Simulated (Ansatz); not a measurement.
# MoS2 under changes of volume

One of the cells (18.982 Å³/atom); the others are scaled copies at fixed shape and fractional positions:

```
Mo S
1.0
     3.22746    0.00000    0.00000
    -1.61373    2.79507    0.00000
     0.00000    0.00000    6.31247
Mo S
1 2
Direct
  0.00000 0.00000 0.50000
  0.66667 0.33333 0.74468
  0.33333 0.66667 0.25532
```

Measurements of this composition are mostly on another form, of space group No. 194.

- Program: Ansatz 0.2.0
- Functional: revPBE
- Dispersion: D3(BJ)
- Potentials or basis: Ansatz PAW
- Cutoff: 420 eV (not typed: the program's choice for these potentials)
- k mesh: 9 × 9 × 4
- Occupations: fermi-dirac, width 0.05 eV
- Spin: no spin polarisation

```tsv
volume (Å³/atom)	energy over the lowest point (meV/atom)	pressure (GPa)	largest force (eV/Å)
17.843	7.88	4.9	1.410
18.222	?	?	?
18.602	0.00	-1.3	0.659
18.982	6.18	-3.9	0.324
19.361	18.17	-6.2	0.014
19.741	35.35	-8.2	0.273
20.120	57.18	-10.1	0.540
```

What does the run at 18.222 Å³/atom give?

Energy over the lowest point 0.31 meV/atom; pressure 1.6 GPa; largest force 1.020 eV/Å.

Worked out: A Birch-Murnaghan fit of order 3 (a polynomial in V^(-2/3)) to the other rows has its minimum at 18.43 Å³/atom with B0 = V·E''(V) = 140 GPa and B' = 4.4 at fixed shape and positions, which overstates the stiffness. It gives 0.32 meV/atom at 18.222 Å³/atom, against the run's 0.31, and -dE/dV = 1.6 GPa, against 1.6.

Energies are extrapolated to zero smearing.

Caveats: the PAW data sets come from PBE, with cores solved anew for the run's functional, which leaves a small shift of forces and pressure; forces of over 1 eV/Å show positions far from the minimum, so gaps and moduli don't describe the material at rest (some runs).
